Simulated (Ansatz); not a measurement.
# Nb(100) / 1 layer Pb(100) / Nb(100): resistance against film thickness, part 2 of 3

How does the resistance across the layers grow with the film in Nb(100) / 1 layer Pb(100) / Nb(100)?

Ansatz 0.2.0; Ansatz plane-wave DFT, PBEsol, PAW files; ballistic transport by layer matching (Landauer), zero bias; PAW set soft_1 (the session's first sound run).

So far. Step 2 (With 1 layer): The lead's potential steps by 12 meV from period to period, small in itself. The program estimates the junction's conductance to 8.5 % from the k-mesh, 1 % from the leads' distance from neutral and 6.1 % from their steps.

### 3. With 3 layers, k-mesh 11×11×1, film layers 3

The stack now holds 3 film layers; the k-mesh follows the cell, and the energies span -0.27 to 0.27 eV.

System of this step: Nb(100) / 3 layers Pb(100) / Nb(100). The cell holds 14 atoms: 11 Nb and 3 Pb. Cell: a = 3.306 Å, b = 3.306 Å, c = 26.510 Å, α = 90.0°, β = 90.0°, γ = 90.0°. It derives from Nb and Pb. Regions: lead, 11 atoms (11 Nb); films, 3 atoms (3 Pb). The structure is stacked along c, and the current runs across the ab planes.

input.yaml reads:

```yaml
crystal:
  lattice:
    - [3.3063, 0.0, 0.0]
    - [0.0, 3.3063, 0.0]
    - [0.0, 0.0, 26.5100075828]
  atoms:
    - { symbol: Nb, position: [0.0, 0.0, 0.0311797346] }
    - { symbol: Nb, position: [0.5, 0.5, 0.0935392037] }
    - { symbol: Nb, position: [0.0, 0.0, 0.1558986729] }
    - { symbol: Nb, position: [0.5, 0.5, 0.218258142] }
    - { symbol: Nb, position: [0.0, 0.0, 0.2806176112] }
    - { symbol: Pb, position: [0.5, 0.5, 0.364138319] }
    - { symbol: Pb, position: [0.0, 0.0, 0.4688202654] }
    - { symbol: Pb, position: [0.5, 0.5, 0.5735022119] }
    - { symbol: Nb, position: [0.0, 0.0, 0.6570229197] }
    - { symbol: Nb, position: [0.5, 0.5, 0.7193823888] }
    - { symbol: Nb, position: [0.0, 0.0, 0.781741858] }
    - { symbol: Nb, position: [0.5, 0.5, 0.8441013271] }
    - { symbol: Nb, position: [0.0, 0.0, 0.9064607963] }
    - { symbol: Nb, position: [0.5, 0.5, 0.9688202654] }
kpoints:
  mp_grid: { grid: [11, 11, 1] }
hamiltonian:
  xc: pbesol
  pseudopotentials: { kind: paw, azcp: { folder: soft_1 }, xc_functional: pbe }
scf:
  occupations: { method: fermi_dirac, width: 0.1 }
output:
  transmission:
    leads: [[0, 1]]
    kmesh: [22, 22]
    e_range: [-0.27, 0.27]
    de: 0.036
  write_potential: true
  write_density: true
  volumetric_format: npy
```

Started as:

```console
ansatz run input.yaml --threads 4 --pin off --max-ram 8192MiB --backend cpu --events-out ev --progress --plain --runs-dir out
```

Numbers of over 12 decimals in the logs are rounded to 6 here.

Log:

```text
[...]
Crystal: 14 atoms, lattice volume = 289.797 Å³
Basis set: ecut = 420 eV, 5729 PW (Γ)
Bands: 111, of which v1, the nominal top of the filled ones, is band 93 counted from 1 (92 counted from 0)
Symmetry: 16 space group operations
[...]
k-points: 21 of 121
[...]
--- Transmission ---
  basis      : 97 plane waves across, 44 finite elements along
  points     : 78, standing for a mesh of 22 x 22
[...]
filled         : 15.5 meV over the level at which it is neutral
    channels       : 2.708678e0 a spin
[...]
junction   : crystal 0 to crystal 0, -0.70 to 24.16 Å
    transmission   : 6.572631e-1 a spin
[...]
resistance     : 1.7314e-3 Ω µm² beyond half of each lead's own
[key lines of the parts left out:]
SCF converged after 10 iterations
Free energy (F): -84720.630131 eV
Fermi energy:    15.569535 eV
```

Elapsed: 1.8 min, on 4 threads of Intel Xeon Platinum 8375C at 2.90GHz (Ice Lake), shared host; peak memory 1.2 GiB; 6.1 min of CPU time.

This step gave:

```yaml
free_energy: -84720.6301 eV
energy_at_zero_smearing: -84720.3396 eV
fermi_energy: 15.57 eV
step_of_the_lead_s_potential: 9.5 meV
estimated_errors_of_the_lead_s_conductance: 0, 3.6, 1.4 % (band edges, k-mesh, distance from neutral)
lead_conductance_per_cell: 2.711 G₀
conductance_of_the_junction: 4.44e14 S/m²
junction_conductance_per_cell: 0.6266 G₀
estimated_errors_of_the_junction_s_conductance: 0.4, 0.8, 10.6, 8.5, 0.1 % (energy step, band edges, k-mesh, leads' steps, distance from neutral)
area_resistance_that_the_stack_adds_contact_term_taken_off_spin_by_spin: 1.731 fΩ m²
```

Per spin. Transmission, zone mean against energy, zero at the Fermi level:

| energy (eV) | transmission, zone mean |
| --- | --- |
| -0.270 | 0.571 |
| -0.234 | 0.584 |
| -0.198 | 0.583 |
| -0.162 | 0.593 |
| -0.126 | 0.597 |
| -0.090 | 0.614 |
| -0.054 | 0.603 |
| -0.018 | 0.640 |
| 0.018 | 0.657 |
| 0.054 | 0.602 |
| 0.090 | 0.535 |
| 0.126 | 0.482 |
| 0.162 | 0.431 |
| 0.198 | 0.369 |
| 0.234 | 0.351 |
| 0.270 | 0.355 |

The conductance of the junction is 4.4e14 S/m², 11 % over the 4.0e14 S/m² of the last finished run, no more than the error estimates, leads' steps apart, of 8.5 and 11 % together.

### 4. With 5 layers, k-mesh 11×11×1, film layers 5

The stack now holds 5 film layers; the k-mesh follows the cell, and the energies span -0.27 to 0.27 eV.

System of this step: Nb(100) / 5 layers Pb(100) / Nb(100). The cell holds 16 atoms: 11 Nb and 5 Pb. Cell: a = 3.306 Å, b = 3.306 Å, c = 32.060 Å, α = 90.0°, β = 90.0°, γ = 90.0°. It derives from Nb and Pb. Regions: lead, 11 atoms (11 Nb); films, 5 atoms (5 Pb). The structure is stacked along c, and the current runs across the ab planes.

input.yaml, the sections that differ from step 3:

```yaml
crystal:
  lattice:
    - [3.3063, 0.0, 0.0]
    - [0.0, 3.3063, 0.0]
    - [0.0, 0.0, 32.0602459713]
  atoms:
    - { symbol: Nb, position: [0.0, 0.0, 0.0257819295] }
    - { symbol: Nb, position: [0.5, 0.5, 0.0773457884] }
    - { symbol: Nb, position: [0.0, 0.0, 0.1289096473] }
    - { symbol: Nb, position: [0.5, 0.5, 0.1804735062] }
    - { symbol: Nb, position: [0.0, 0.0, 0.2320373651] }
    - { symbol: Pb, position: [0.5, 0.5, 0.3010990498] }
    - { symbol: Pb, position: [0.0, 0.0, 0.3876585602] }
    - { symbol: Pb, position: [0.5, 0.5, 0.4742180705] }
    - { symbol: Pb, position: [0.0, 0.0, 0.5607775809] }
    - { symbol: Pb, position: [0.5, 0.5, 0.6473370913] }
    - { symbol: Nb, position: [0.0, 0.0, 0.716398776] }
    - { symbol: Nb, position: [0.5, 0.5, 0.7679626349] }
    - { symbol: Nb, position: [0.0, 0.0, 0.8195264938] }
    - { symbol: Nb, position: [0.5, 0.5, 0.8710903527] }
    - { symbol: Nb, position: [0.0, 0.0, 0.9226542116] }
    - { symbol: Nb, position: [0.5, 0.5, 0.9742180705] }
# kpoints, hamiltonian, scf, output: as in step 3
```

Log:

```text
[...]
Crystal: 16 atoms, lattice volume = 350.470 Å³
Basis set: ecut = 420 eV, 6875 PW (Γ)
Bands: 128, of which v1, the nominal top of the filled ones, is band 107 counted from 1 (106 counted from 0)
Symmetry: 16 space group operations
[...]
k-points: 21 of 121
[...]
--- Transmission ---
  basis      : 97 plane waves across, 51 finite elements along
  points     : 78, standing for a mesh of 22 x 22
[...]
filled         : 17.9 meV over the level at which it is neutral
    channels       : 2.708678e0 a spin
[...]
junction   : crystal 0 to crystal 0, -0.70 to 29.71 Å
    transmission   : 6.211820e-1 a spin
[...]
resistance     : 1.7552e-3 Ω µm² beyond half of each lead's own
[key lines of the parts left out:]
SCF converged after 11 iterations
Free energy (F): -108234.933035 eV
Fermi energy:    14.768620 eV
```

Wall time 2 min (4 threads); peak memory 1.5 GiB; 6.9 min of CPU time.

This step gave:

```yaml
free_energy: -108234.9330 eV
energy_at_zero_smearing: -108234.6311 eV
fermi_energy: 14.77 eV
step_of_the_lead_s_potential: 9.7 meV
estimated_errors_of_the_lead_s_conductance: 0, 3.6, 1.6 % (band edges, k-mesh, distance from neutral)
lead_conductance_per_cell: 2.706 G₀
conductance_of_the_junction: 4.39e14 S/m²
junction_conductance_per_cell: 0.6197 G₀
estimated_errors_of_the_junction_s_conductance: 0.5, 0.1, 8.9, 137.3, 1.5 % (energy step, band edges, k-mesh, leads' steps, distance from neutral)
area_resistance_that_the_stack_adds_contact_term_taken_off_spin_by_spin: 1.755 fΩ m²
```

Per spin. The transmission, zone mean by energy, zero at the Fermi level:

| energy (eV) | transmission, zone mean |
| --- | --- |
| -0.270 | 0.555 |
| -0.234 | 0.598 |
| -0.198 | 0.633 |
| -0.162 | 0.631 |
| -0.126 | 0.657 |
| -0.090 | 0.651 |
| -0.054 | 0.637 |
| -0.018 | 0.646 |
| 0.018 | 0.621 |
| 0.054 | 0.572 |
| 0.090 | 0.541 |
| 0.126 | 0.501 |
| 0.162 | 0.476 |
| 0.198 | 0.447 |
| 0.234 | 0.415 |
| 0.270 | 0.383 |

The conductance of the junction is 4.4e14 S/m², 1.1 % under the 4.4e14 S/m² of the last finished run, within the error estimates, leads' steps apart, of 11 and 8.9 %. The estimate from the leads' steps, 137 %, is larger still.

### 5. With 7 layers, k-mesh 11×11×1, film layers 7

The stack now holds 7 film layers; the k-mesh follows the cell, and the energies span -0.27 to 0.27 eV.

System of this step: Nb(100) / 7 layers Pb(100) / Nb(100). The cell holds 18 atoms: 11 Nb and 7 Pb. Its edges and angles: a = 3.306 Å, b = 3.306 Å, c = 37.610 Å, α = 90.0°, β = 90.0°, γ = 90.0°. It derives from Nb and Pb. Regions: lead, 11 atoms (11 Nb); films, 7 atoms (7 Pb). The structure is stacked along c, and the current runs across the ab planes.

input.yaml, the sections that differ from step 4:

```yaml
crystal:
  lattice:
    - [3.3063, 0.0, 0.0]
    - [0.0, 3.3063, 0.0]
    - [0.0, 0.0, 37.6104843599]
  atoms:
    - { symbol: Nb, position: [0.0, 0.0, 0.0219772495] }
    - { symbol: Nb, position: [0.5, 0.5, 0.0659317486] }
    - { symbol: Nb, position: [0.0, 0.0, 0.1098862477] }
    - { symbol: Nb, position: [0.5, 0.5, 0.1538407468] }
    - { symbol: Nb, position: [0.0, 0.0, 0.1977952458] }
    - { symbol: Pb, position: [0.5, 0.5, 0.256665389] }
    - { symbol: Pb, position: [0.0, 0.0, 0.3304511761] }
    - { symbol: Pb, position: [0.5, 0.5, 0.4042369633] }
    - { symbol: Pb, position: [0.0, 0.0, 0.4780227505] }
    - { symbol: Pb, position: [0.5, 0.5, 0.5518085376] }
    - { symbol: Pb, position: [0.0, 0.0, 0.6255943248] }
    - { symbol: Pb, position: [0.5, 0.5, 0.699380112] }
    - { symbol: Nb, position: [0.0, 0.0, 0.7582502551] }
    - { symbol: Nb, position: [0.5, 0.5, 0.8022047542] }
    - { symbol: Nb, position: [0.0, 0.0, 0.8461592532] }
    - { symbol: Nb, position: [0.5, 0.5, 0.8901137523] }
    - { symbol: Nb, position: [0.0, 0.0, 0.9340682514] }
    - { symbol: Nb, position: [0.5, 0.5, 0.9780227505] }
# kpoints, hamiltonian, scf, output: as in step 4
```

Log:

```text
[...]
Crystal: 18 atoms, lattice volume = 411.144 Å³
Basis set: ecut = 420 eV, 8101 PW (Γ)
Bands: 145, of which v1, the nominal top of the filled ones, is band 121 counted from 1 (120 counted from 0)
Symmetry: 16 space group operations
[...]
k-points: 21 of 121
[...]
--- Transmission ---
  basis      : 97 plane waves across, 58 finite elements along
  points     : 78, standing for a mesh of 22 x 22
[...]
filled         : 20.9 meV over the level at which it is neutral
    channels       : 2.708678e0 a spin
[...]
junction   : crystal 0 to crystal 0, -0.70 to 35.26 Å
    transmission   : 5.392798e-1 a spin
[...]
resistance     : 2.0999e-3 Ω µm² beyond half of each lead's own
[key lines of the parts left out:]
SCF converged after 11 iterations
Free energy (F): -131749.224343 eV
Fermi energy:    14.203880 eV
```

It took 2.6 min on 4 threads; peak memory 1.9 GiB; 9.2 min of CPU time.

This step gave:

```yaml
free_energy: -131749.2243 eV
energy_at_zero_smearing: -131748.9065 eV
fermi_energy: 14.20 eV
step_of_the_lead_s_potential: 10.8 meV
ballistic_conductance_of_the_lead: 1.91e15 S/m²
estimated_errors_of_the_lead_s_conductance: 0, 3.6, 1.9 % (band edges, k-mesh, distance from neutral)
lead_conductance_per_cell: 2.698 G₀
conductance_of_the_junction: 3.81e14 S/m²
junction_conductance_per_cell: 0.5379 G₀
estimated_errors_of_the_junction_s_conductance: 0.6, 0, 10.2, 415.7, 1.4 % (energy step, band edges, k-mesh, leads' steps, distance from neutral)
area_resistance_that_the_stack_adds_contact_term_taken_off_spin_by_spin: 2.100 fΩ m²
```

Per spin. Table of transmission, zone mean by energy, zero at the Fermi level:

| energy (eV) | transmission, zone mean |
| --- | --- |
| -0.270 | 0.552 |
| -0.234 | 0.586 |
| -0.198 | 0.604 |
| -0.162 | 0.608 |
| -0.126 | 0.579 |
| -0.090 | 0.593 |
| -0.054 | 0.549 |
| -0.018 | 0.538 |
| 0.018 | 0.539 |
| 0.054 | 0.510 |
| 0.090 | 0.497 |
| 0.126 | 0.510 |
| 0.162 | 0.476 |
| 0.198 | 0.464 |
| 0.234 | 0.455 |
| 0.270 | 0.398 |

The conductance of the junction is 3.8e14 S/m², 13 % under the 4.4e14 S/m² of the last finished run, no more than the error estimates, leads' steps apart, of 8.9 and 10 % together. The estimate from the leads' steps, 416 %, is larger still.

### 6. With 9 layers, k-mesh 11×11×1, film layers 9

The stack now holds 9 film layers; the k-mesh follows the cell, and the energies span -0.27 to 0.27 eV.

System of this step: Nb(100) / 9 layers Pb(100) / Nb(100). The cell holds 20 atoms: 11 Nb and 9 Pb. Its edges and angles: a = 3.306 Å, b = 3.306 Å, c = 43.161 Å, α = 90.0°, β = 90.0°, γ = 90.0°. It derives from Nb and Pb. Regions: lead, 11 atoms (11 Nb); films, 9 atoms (9 Pb). The structure is stacked along c, and the current runs across the ab planes.

input.yaml, the sections that differ from step 5:

```yaml
crystal:
  lattice:
    - [3.3063, 0.0, 0.0]
    - [0.0, 3.3063, 0.0]
    - [0.0, 0.0, 43.1607227484]
  atoms:
    - { symbol: Nb, position: [0.0, 0.0, 0.0191510926] }
    - { symbol: Nb, position: [0.5, 0.5, 0.0574532779] }
    - { symbol: Nb, position: [0.0, 0.0, 0.0957554632] }
    - { symbol: Nb, position: [0.5, 0.5, 0.1340576485] }
    - { symbol: Nb, position: [0.0, 0.0, 0.1723598338] }
    - { symbol: Pb, position: [0.5, 0.5, 0.223659591] }
    - { symbol: Pb, position: [0.0, 0.0, 0.2879569201] }
    - { symbol: Pb, position: [0.5, 0.5, 0.3522542492] }
    - { symbol: Pb, position: [0.0, 0.0, 0.4165515783] }
    - { symbol: Pb, position: [0.5, 0.5, 0.4808489074] }
    - { symbol: Pb, position: [0.0, 0.0, 0.5451462364] }
    - { symbol: Pb, position: [0.5, 0.5, 0.6094435655] }
    - { symbol: Pb, position: [0.0, 0.0, 0.6737408946] }
    - { symbol: Pb, position: [0.5, 0.5, 0.7380382237] }
    - { symbol: Nb, position: [0.0, 0.0, 0.7893379809] }
    - { symbol: Nb, position: [0.5, 0.5, 0.8276401662] }
    - { symbol: Nb, position: [0.0, 0.0, 0.8659423515] }
    - { symbol: Nb, position: [0.5, 0.5, 0.9042445368] }
    - { symbol: Nb, position: [0.0, 0.0, 0.9425467221] }
    - { symbol: Nb, position: [0.5, 0.5, 0.9808489074] }
# kpoints, hamiltonian, scf, output: as in step 5
```

Log:

```text
[...]
Crystal: 20 atoms, lattice volume = 471.817 Å³
Basis set: ecut = 420 eV, 9313 PW (Γ)
Bands: 162, of which v1, the nominal top of the filled ones, is band 135 counted from 1 (134 counted from 0)
Symmetry: 16 space group operations
[...]
k-points: 21 of 121
[...]
--- Transmission ---
  basis      : 97 plane waves across, 65 finite elements along
  points     : 78, standing for a mesh of 22 x 22
[...]
filled         : 19.0 meV over the level at which it is neutral
    channels       : 2.708678e0 a spin
[...]
junction   : crystal 0 to crystal 0, -0.70 to 40.81 Å
    transmission   : 5.820314e-1 a spin
[...]
resistance     : 1.9377e-3 Ω µm² beyond half of each lead's own
[key lines of the parts left out:]
SCF converged after 11 iterations
Free energy (F): -155263.509540 eV
Fermi energy:    13.785053 eV
```

Wall time 2.7 min (4 threads); peak memory 2.3 GiB.

This step gave:

```
free energy                                                                : -155263.5095 eV
energy at zero smearing                                                    : -155263.1724 eV
Fermi energy                                                               : 13.79 eV
step of the lead's potential                                               : 10.9 meV
ballistic conductance of the lead                                          : 1.92e15 S/m²
estimated errors of the lead's conductance                                 : 0, 3.6, 1.7 % (band edges, k-mesh, distance from neutral)
lead conductance per cell                                                  : 2.703 G₀
conductance of the junction                                                : 4.07e14 S/m²
junction conductance per cell                                              : 0.5736 G₀
estimated errors of the junction's conductance                             : 0.9, 0, 12.2, 303.6, 0.2 % (energy step, band edges, k-mesh, leads' steps, distance from neutral)
area resistance that the stack adds (contact term taken off, spin by spin) : 1.938 fΩ m²
```

Per spin. The transmission, zone mean by energy, zero at the Fermi level:

| energy (eV) | transmission, zone mean |
| --- | --- |
| -0.270 | 0.565 |
| -0.234 | 0.538 |
| -0.198 | 0.538 |
| -0.162 | 0.548 |
| -0.126 | 0.539 |
| -0.090 | 0.578 |
| -0.054 | 0.591 |
| -0.018 | 0.568 |
| 0.018 | 0.582 |
| 0.054 | 0.567 |
| 0.090 | 0.524 |
| 0.126 | 0.517 |
| 0.162 | 0.530 |
| 0.198 | 0.505 |
| 0.234 | 0.447 |
| 0.270 | 0.375 |

The conductance of the junction is 4.1e14 S/m², 6.6 % over the 3.8e14 S/m² of the last finished run, within the error estimates, leads' steps apart, of 10 and 12 %. The estimate from the leads' steps, 304 %, is larger still.

### 7. Cost and result by level

Times are for 4 threads of Intel Xeon Platinum 8375C at 2.90GHz (Ice Lake), shared host. The runs compared:

| no. | film layers | area resistance that the stack adds (contact term taken off, spin by spin) (fΩ m²) | conductance of the junction (S/m²) | time | memory (GiB) |
| --- | --- | --- | --- | --- | --- |
| 1 | 1 | 1.980 | 4.00e14 | 3.1 min | 1.2 |
| 2 | 3 | 1.731 | 4.44e14 | 1.8 min | 1.2 |
| 3 | 5 | 1.755 | 4.39e14 | 2 min | 1.5 |
| 4 | 7 | 2.100 | 3.81e14 | 2.6 min | 1.9 |
| 5 | 9 | 1.938 | 4.07e14 | 2.7 min | 2.3 |

(Part 2 of 3 ends here.)

[Logs are printed without paths, hosts, clocks, repeated set-up lines and the standing remarks that a program may print on its own settings, such as how far it seeks lower states.]

[Hosts, paths, dates, database ids (printed as entryN), source tags and the programs' standing remarks are cut or masked in the printed files.]
